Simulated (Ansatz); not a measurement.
# BaZrO3 (Pm-3m) in Ansatz: further runs

Aim: see how the results for BaZrO3 move with the level of theory and the settings. Levels: PBEsol, LDA. Tasks: band structure.

All numbers are computed with Ansatz 0.2.0; they aren't measurements. Logs are shortened: lines on timing, memory, paths and dates and some standing lists are left out, and cuts for length are marked.

**1. The crystal as given**

The structure is cubic, space group Pm-3m (No. 221). Conventional cell: a = 4.191 Å, b = 4.191 Å, c = 4.191 Å, α = 90.00°, β = 90.00°, γ = 90.00°. Ba (site symmetry m-3m) is surrounded by 12 O at 2.96 Å. Zr (site symmetry m-3m) has 6 O at 2.10 Å as nearest neighbours. Around O (site symmetry 4/mmm) lie 2 Zr at 2.10 Å.

**2. Band structure, PBEsol**

Input file input.yaml:

```yaml
crystal:
  lattice:
    - [4.19134, 0.0, 0.0]
    - [0.0, 4.19134, 0.0]
    - [0.0, 0.0, 4.19134]
  atoms:
    - { symbol: Ba, position: [0.0, 0.0, 0.0] }
    - { symbol: Zr, position: [0.5, 0.5, 0.5] }
    - { symbol: O, position: [0.5, 0.5, 0.0] }
    - { symbol: O, position: [0.5, 0.0, 0.5] }
    - { symbol: O, position: [0.0, 0.5, 0.5] }
kpoints:
  mp_grid: { grid: [6, 6, 6] }
  band_path:
    path:
      - [0.0, 0.0, 0.0]
      - [0.0, 0.5, 0.0]
      - [0.5, 0.5, 0.0]
      - [0.0, 0.0, 0.0]
      - [0.5, 0.5, 0.5]
      - [0.0, 0.5, 0.0]
    npoints: 6
scf:
  occupations: { method: fermi_dirac, width: 0.05 }
hamiltonian:
  xc: pbesol
  pseudopotentials: { kind: all_electron, lapw: { basis_error: 0.002 } }
output:
  forces: true
  stress: true
  eigenvalues: true
```

Potentials or basis: all-electron LAPW, scalar-relativistic.

Launch:

```console
$ ansatz run input.yaml --threads 4 --pin off --max-ram 12288MiB --backend cpu --events-out ev --progress --plain --runs-dir out
```

The log of the run:

```text
Warning: RAYON_NUM_THREADS=4 ignored (pool sized by the plan → 4); use --threads N
LAPW: plane waves up to 9.156 Å⁻¹, error target 2.0e-3 eV per atom; small_component_spin mean_spin; O in spheres of 0.983 Å, 8 of its electrons in bands, Dirac shells []; Zr in spheres of 1.112 Å, 30 of its electrons in bands, Dirac shells []; Ba in spheres of 1.200 Å, 28 of its electrons in bands, Dirac shells [] (how accurate: hamiltonian.pseudopotentials.lapw.basis_error, Limitations)
Engine: ansatz 0.2.0, x86_64-unknown-linux-gnu
Pseudopotentials: kind: all_electron
Pseudopotential: Ba, LAPW, valence charge 28, lapw/all_electron/scalar/gaussian/Ba, Koelling and Harmon's equation, gaussian nucleus
Pseudopotential: Zr, LAPW, valence charge 30, lapw/all_electron/scalar/gaussian/Zr, Koelling and Harmon's equation, gaussian nucleus
Pseudopotential: O, LAPW, valence charge 8, lapw/all_electron/scalar/gaussian/O, Koelling and Harmon's equation, gaussian nucleus
Functional definition: PBEsol
  exchange = pbesol_x
  correlation = pbesol_c
Crystal: 5 atoms, lattice volume = 73.631 Å³
Basis set: ecut = 319.4244728044502 eV, 949 PW (Γ), exchange–correlation at level 2
Bands: 50, of which v1, the nominal top of the filled ones, is band 41 counted from 1 (40 counted from 0)
Symmetry: 48 space group operations
Space group: Pm-3m (ITA 221), of the structure as read, at distance tolerance 4.2e-5 Å
k-points: 20 of 216
Non-local potential: Ba, projectors of the file, none
Non-local potential: Zr, projectors of the file, none
Non-local potential: O, projectors of the file, none
Initial density: superposition of atomic densities (chi_scale 0.1, normalization cell, long waves kept (reshape's long-wave potential 0.00 eV rms))
Initial wavefunctions: plane waves of lowest kinetic energy (no species holds an atomic orbital)
Functional: x = pbesol(κ = 0.804, μ = 0.12345679012345678), c = pbesol(β = 0.046)
iter 1 solved again at ethr=1.23e-2 eV; its pass at ethr=1.00e-1 eV (dr2=1.01e1 eV) is discarded
SCF iter   1: F=—  HF=-325297.117533 eV  |F-HF|=—  |Δ(HF+E_count)|=         —  Δρ=1.05e-1  dr2=1.01e1  ethr=1.23e-2  ⟨swp⟩=2.0  Hψ=6564  notcnv=0
preconditioner: auto → Resta (q_TF=auto, 2.778 Å⁻¹)  ε∞=3.1  [insulator: Δε(μ)=6.313 eV  Ē_g=18.328 eV  σ=0.050 eV  W_gap=1.00  n_scr=26 (ndim 8)  ℏωp=26.7 eV  f_vac=0.000  D(μ)=0.00/eV (n_scr^D=0)  ε∞_Penn≈3.1]
iter 2 solved again at ethr=2.96e-4 eV; its pass at ethr=1.23e-2 eV (dr2=2.42e-1 eV) is discarded
SCF iter   2: F=—  HF=-325292.766055 eV  |F-HF|=—  |Δ(HF+E_count)|=    4.35e0  Δρ=2.40e-2  dr2=2.43e-1  ethr=2.96e-4  ⟨swp⟩=2.0  Hψ=5426  notcnv=0
SCF iter   3: F=—  HF=-325292.013557 eV  |F-HF|=—  |Δ(HF+E_count)|=   7.52e-1  Δρ=2.47e-2  dr2=6.03e-1  ethr=2.96e-4  ⟨swp⟩=3.0  Hψ=3476  notcnv=0
SCF iter   4: F=—  HF=-325291.950992 eV  |F-HF|=—  |Δ(HF+E_count)|=         —  Δρ=8.87e-3  dr2=7.26e-2  ethr=2.96e-4  ⟨swp⟩=3.0  Hψ=3436  notcnv=0
the basis was enlarged: its passes take 43.4 KiB over the memory plan, 4 of 4 planned eigensolver slots
SCF iter   5: F=—  HF=-325291.919174 eV  |F-HF|=—  |Δ(HF+E_count)|=   3.18e-2  Δρ=4.21e-3  dr2=1.48e-2  ethr=8.85e-5  ⟨swp⟩=2.0  Hψ=3099  notcnv=0
SCF iter   6: F=—  HF=-325291.909965 eV  |F-HF|=—  |Δ(HF+E_count)|=   9.21e-3  Δρ=4.03e-4  dr2=1.31e-4  ethr=1.80e-5  ⟨swp⟩=3.0  Hψ=3155  notcnv=0
SCF iter   7: F=—  HF=-325291.909921 eV  |F-HF|=—  |Δ(HF+E_count)|=   4.37e-5  Δρ=1.08e-4  dr2=1.02e-5  ethr=1.59e-7  ⟨swp⟩=3.0  Hψ=3165  notcnv=0
SCF iter   8: F=—  HF=-325291.909929 eV  |F-HF|=—  |Δ(HF+E_count)|=   7.73e-6  Δρ=2.81e-5  dr2=6.67e-7  ethr=1.25e-8  ⟨swp⟩=3.0  Hψ=3100  notcnv=0
SCF iter   9: F=—  HF=-325291.909930 eV  |F-HF|=—  |Δ(HF+E_count)|=   7.70e-7  Δρ=1.14e-5  dr2=1.37e-7  ethr=8.13e-10  ⟨swp⟩=3.0  Hψ=3180  notcnv=0
SCF iter  10: F=-325291.909930 eV  HF=-325291.909930 eV  |F-HF|=3.84e-9  |Δ(HF+E_count)|=   1.50e-8  Δρ=1.29e-6  dr2=1.37e-9  ethr=1.68e-10  ⟨swp⟩=2.7  Hψ=3002  notcnv=0
SCF 1 converged in 10 iterations: F = -325291.909930 eV  dr2 = 1.37e-9
NSCF: frozen V_eff on 31 k-points
SCF converged after 10 iterations
Free energy (F): -325291.909930 eV
Harris-Foulkes:  -325291.909930 eV  (|F-HF|=3.84e-9)
Internal energy: -325291.909930 eV  (E = F + TS)
E sigma→0 (E₀):  -325291.909930 eV
Fermi energy:    13.440911 eV
--- Per-component energies (eV) ---
  E_band       = -9148.017118
  E_kinetic    = 342969.789395
  E_xc         = -9041.705913
  E_electrostatic = -659219.993411  (all electrons and nuclei)
  E_smearing   = -0.000000  (= −TS)
  E_closure    = 0.000000  (closes the sum)
  E_atoms      = -325249.401278  (free atoms, spherical and without spin; not in F)
  Σ components = -325291.909930   (vs F -325291.909930, Δ=0.00e0)
  Basis errors (estimates in eV, not in F): energy 9.3e-4 per atom: plane waves 8.4e-4 (4.9e-4 summed), levels above the bands 1.7e-62, relativity 1.4e-7, radial functions 8.8e-5, core shells 1.1e-8; eigenvalues (radial functions only) 1.8e-5; not estimated: angular momenta, meshes, grids; target (lapw.basis_error) 2.0e-3; muffin-tin radii O 0.983 Å, Zr 1.112 Å, Ba 1.200 Å
--- Forces (eV/Å), atoms counted from 1 ---
  atom   1  Ba    -0.00000000    -0.00000000     0.00000000
  atom   2  Zr    -0.00000000     0.00000000     0.00000000
  atom   3  O      0.00000000     0.00000000     0.00000000
  atom   4  O      0.00000000    -0.00000000     0.00000000
  atom   5  O      0.00000000     0.00000000    -0.00000000
  max |Σ_I F_I| component: 6.67e-30 eV/Å
--- Stress (GPa, compression-positive) ---
       -1.243355       0.000000       0.000000
        0.000000      -1.243355       0.000000
        0.000000       0.000000      -1.243355
  P = ⅓ Tr σ = -1.2434 GPa (-12.434 kbar)
--- Band table (eV; the first three rows and the last of 20) ---
  k-point 0: bands = ["-489.9370", "-489.9370", "-489.9370", "-384.4786", "-297.6074", "-297.6074", "-297.6074", "-222.7462", "-159.9616", "-159.9616", "-159.9616", "-155.0524", "-155.0524", "-155.0524", "-155.0387", "-155.0387", "-68.8901", "-68.8901", "-68.8882", "-68.8882", "-68.8882", "-35.0019", "-13.2705", "-13.2130", "-13.2130", "-13.2130", "-4.4203", "-4.1325", "-4.1325", "1.5877", "1.5877", "1.5877", "10.3957", "10.3957", "10.3957", "10.8204", "10.8204", "10.8204", "11.6426", "11.6426", "11.6426", "14.9903", "14.9903", "14.9903", "16.4730", "16.4730", "17.6330", "19.3283", "19.3283", "20.4222"]
  k-point 1: bands = ["-489.9370", "-489.9370", "-489.9370", "-384.4786", "-297.6074", "-297.6074", "-297.6074", "-222.7462", "-159.9616", "-159.9616", "-159.9616", "-155.0524", "-155.0524", "-155.0524", "-155.0387", "-155.0387", "-68.8901", "-68.8901", "-68.8882", "-68.8882", "-68.8882", "-35.0010", "-13.3877", "-13.2112", "-13.2112", "-13.1447", "-4.4274", "-4.1268", "-3.9440", "1.6056", "1.6056", "1.6397", "9.9474", "10.3031", "10.3031", "10.5778", "10.5778", "10.6325", "10.9822", "11.5552", "11.5552", "15.0733", "15.6015", "15.6015", "16.8978", "16.9083", "18.2235", "19.3287", "20.0727", "20.1525"]
  k-point 2: bands = ["-489.9370", "-489.9370", "-489.9370", "-384.4786", "-297.6074", "-297.6074", "-297.6074", "-222.7462", "-159.9616", "-159.9616", "-159.9616", "-155.0524", "-155.0524", "-155.0524", "-155.0387", "-155.0387", "-68.8901", "-68.8901", "-68.8882", "-68.8882", "-68.8882", "-34.9993", "-13.5360", "-13.2075", "-13.2075", "-13.0888", "-4.5350", "-4.1154", "-3.4394", "1.6419", "1.6419", "1.7423", "8.7908", "10.0716", "10.0716", "10.2186", "10.2186", "10.2754", "10.3046", "11.4476", "11.4476", "15.2592", "16.8277", "16.8277", "17.7844", "17.8970", "19.3230", "19.4731", "19.5840", "20.5451"]
  k-point 19: bands = ["-489.9370", "-489.9370", "-489.9370", "-384.4786", "-297.6074", "-297.6074", "-297.6074", "-222.7462", "-159.9616", "-159.9616", "-159.9616", "-155.0524", "-155.0524", "-155.0524", "-155.0387", "-155.0387", "-68.8901", "-68.8901", "-68.8882", "-68.8882", "-68.8882", "-34.9918", "-13.4495", "-13.4495", "-13.4495", "-13.1361", "-3.1790", "-3.1790", "-3.1790", "1.0736", "1.0736", "1.0736", "8.1117", "8.1117", "8.3173", "9.3213", "9.3213", "9.3213", "11.8353", "11.8353", "11.8353", "17.8264", "17.8264", "17.8264", "18.8329", "18.8329", "18.8329", "21.1127", "21.1127", "21.9602"]
```

It took 47 s on 4 threads of AMD EPYC (Zen 3), shared host; peak memory 0.49 GiB.

Results:

```
Free energy             : -325291.9099 eV
Pressure                : -1.2 GPa
Band gap on the k mesh  : 3.15 eV, indirect (least direct gap 3.35 eV)
Band gap along the path : 3.15 eV, indirect (least direct gap 3.35 eV)
```

Levels at the corners of the path, in eV from the valence-band top:
```tsv
point	band 39	band 40	band 41	band 42	band 43	band 44
Γ	-0.19	-0.19	-0.19	3.15	3.15	3.15
X	-1.68	-0.42	-0.42	3.53	5.70	5.70
M	-0.91	-0.77	-0.05	5.69	5.69	6.48
Γ	-0.19	-0.19	-0.19	3.15	3.15	3.15
R	0.00	0.00	0.00	5.99	5.99	5.99
X	-1.68	-0.42	-0.42	3.53	5.70	5.70
```

Caveat: spin-orbit coupling is left out, which moves the levels of the heavy elements.

**3. Band structure, LDA**

Edit input.yaml of step 2 so:

```diff
@@ -25,3 +25,3 @@
 hamiltonian:
-  xc: pbesol
+  xc: lda
   pseudopotentials: { kind: all_electron, lapw: { basis_error: 0.002 } }
```

Potentials or basis: all-electron LAPW, scalar-relativistic.

Launch:

```console
$ ansatz run input.yaml --threads 4 --pin off --max-ram 12288MiB --backend cpu --events-out ev --progress --plain --runs-dir out
```

Run time: 49 s. Hardware: 4 threads of AMD EPYC (Zen 3), shared host; peak memory 0.48 GiB.

It converged, with:

```yaml
Free_energy: -325141.6682 eV
Pressure: -5.1 GPa
Band_gap_on_the_k_mesh: 3.13 eV, indirect (least direct gap 3.32 eV)
Band_gap_along_the_path: 3.13 eV, indirect (least direct gap 3.32 eV)
```

Levels at the corners of the path, in eV from the valence-band top:
| point | band 38 | band 39 | band 40 | band 41 | band 42 | band 43 | band 44 | band 45 |
| --- | --- | --- | --- | --- | --- | --- | --- | --- |
| Γ | -1.02 | -0.19 | -0.19 | -0.19 | 3.13 | 3.13 | 3.13 | 4.62 |
| X | -1.75 | -1.68 | -0.42 | -0.42 | 3.50 | 5.67 | 5.67 | 6.43 |
| M | -0.91 | -0.91 | -0.77 | -0.05 | 5.67 | 5.67 | 6.47 | 6.56 |
| Γ | -1.02 | -0.19 | -0.19 | -0.19 | 3.13 | 3.13 | 3.13 | 4.62 |
| R | -2.51 | 0.00 | 0.00 | 0.00 | 6.01 | 6.01 | 6.01 | 6.98 |
| X | -1.75 | -1.68 | -0.42 | -0.42 | 3.50 | 5.67 | 5.67 | 6.43 |

Caveat: spin-orbit coupling is left out, which moves the levels of the heavy elements. Expect the measured gap to be larger: semilocal functionals such as LDA lack the derivative discontinuity.
